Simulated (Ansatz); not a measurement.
## Symmetry broken, then relaxed in ZnS

All numbers below come from DFT r2SCAN, scalar-relativistic, plane waves, PAW in Ansatz. Cutoff 500 eV, Γ-centred 8×8×8 k-points, Gaussian smearing of 0.05 eV. No spin polarisation. Energies are free energies at this smearing, counted from the undisturbed cell; pressure is positive in compression.

The undisturbed cell (relaxed at this level):

```
Zn S
1.0
     0.00000    2.69451    2.69451
     2.69451    0.00000    2.69451
     2.69451    2.69451    0.00000
Zn S
1 1
Direct
  0.00000 0.00000 0.00000
  0.75000 0.75000 0.75000
```

The atoms are displaced (Å, in the unstrained cell):

```csv
atom,ux,uy,uz
Zn1,0.020,0.107,-0.017
S2,-0.020,-0.107,0.017
```

The atoms are then relaxed in that fixed cell.

Task: Does the relaxation return to the undisturbed structure?

Result: Yes (up to a choice of domain or origin): same space group and volume, and an energy 0.0 meV/atom from it. The disturbance itself cost 75.4 meV/atom. The final space group reads F-43m (tolerance 0.05 Å) and the volume changes by 0.00 %.

Final structure:

```yaml
crystal:
  lattice:
    - [0.00000, 2.69451, 2.69451]
    - [2.69451, 0.00000, 2.69451]
    - [2.69451, 2.69451, 0.00000]
  atoms:
    - { symbol: Zn, position: [0.00000, 0.00000, 0.00001] }
    - { symbol: S, position: [0.75000, 0.75000, 0.74999] }
```

The relaxation, step by step (energy from the first step):

| step | ΔE (meV/atom) | largest force component (eV/Å) | pressure (GPa) |
| --- | --- | --- | --- |
| 1 | 0.0 | 1.281 | n/a |
| 2 | -42.8 | 0.849 | n/a |
| 3 | -75.4 | 0.018 | n/a |
| 4 | -75.4 | 0.018 | n/a |
| 5 | -75.4 | 0.000 | n/a |